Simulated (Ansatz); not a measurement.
NiO2:

```
Ni O
1.0
     2.91215    0.00000    0.00000
    -1.45608    2.52200    0.00000
     0.00000    0.00000   10.55527
Ni O
2 4
Direct
  0.00000 0.00000 0.50000
  0.00000 0.00000 0.00000
  0.33333 0.66667 0.58908
  0.33333 0.66667 0.91092
  0.66667 0.33333 0.41092
  0.66667 0.33333 0.08908
```

The cell comes from a database or a generator and needn't be the stable form of this composition.

Base run:

* Program: Ansatz 0.2.0
* Functional: LDA
* Potentials or basis: Ansatz PAW
* Cutoff: 420 eV
* Density cutoff: 1680 eV
* k mesh: 10 × 10 × 3
* Occupations: fermi-dirac, width 0.05 eV
* Spin: collinear spin, ferromagnetic start
* Starting moments: [1.0, 1.0, 0.0, 0.0, 0.0, 0.0] μB

Its results: band gap on the k mesh 0.84 eV, indirect (least direct gap 1.14 eV); pressure -20.1 GPa; net moment 0.00 μB per cell; largest force 1.437 eV/Å.

Task: The run is repeated on the same cell with these changes: functional from LDA to r2SCAN; cutoff from 420 eV to 500 eV; density cutoff from 1680 eV to 2000 eV. What comes out?

Result: Band gap on the k mesh 1.38 eV, indirect (least direct gap 1.58 eV); pressure -16.1 GPa; net moment 0.00 μB per cell; largest force 0.957 eV/Å.

r2SCAN gives the wider gap, since meta-GGAs in the generalised Kohn-Sham scheme recover part of the derivative discontinuity.

Caveats: the PAW data sets come from PBE, with cores solved anew for the run's functional, which leaves a small shift of forces and pressure; forces of over 1 eV/Å show positions far from the minimum, so gaps and moduli don't describe the material at rest (some runs); the magnetic or orbital state may not be the lowest (some runs).

Not every run made on this cell is shown here.
